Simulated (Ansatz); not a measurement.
**InSe from its elements: all-electron against pseudopotential results**

```yaml
crystal:
  lattice:
    - [5.87490, -2.05586, -0.00602]
    - [5.87490, 2.05586, -0.00602]
    - [-1.60576, 0.00000, 4.27104]
  atoms:
    - { symbol: In, position: [0.88579, 0.88579, 0.02893] }
    - { symbol: In, position: [0.11421, 0.11421, 0.97107] }
    - { symbol: Se, position: [0.65461, 0.65461, 0.63743] }
    - { symbol: Se, position: [0.34539, 0.34539, 0.36257] }
```

The cell comes from a relaxation on PAW files under the same functional, begun from a database entry that needn't be the ground state.

Level of theory: DFT with PBEsol, scalar-relativistic, in Ansatz 0.2.0; a Γ-centred 7×7×6 k mesh, Fermi–Dirac smearing of 0.02 eV, no spin polarisation. LAPW: all electrons, basis error target 0.5 meV/atom; PAW: frozen-core files, cutoff 420 eV.

The elements are taken as In bct, Se trigonal Se, each relaxed on PAW files under the same functional and computed by the same method as the compound; zero-point and thermal terms are left out. The functional lacks long-range dispersion, which matters for the layered or molecular reference states.

The PAW files were made under PBE.

Q: Give the formation energy by each method, with the residual pressure at this cell and the LAPW gap.

A: 

```
method  ΔE(formation) (eV/atom)  P at this cell (GPa)  gap (eV)
  LAPW                   -0.470                  0.00      0.69
   PAW                   -0.471                 -0.01         –
```

Q: Give the LAPW value for one formula unit in kJ/mol.

A: -0.470 eV/atom × 2 atoms × 96.485 kJ/(mol·eV) = -90.7 kJ/mol, at zero temperature and without zero-point motion.
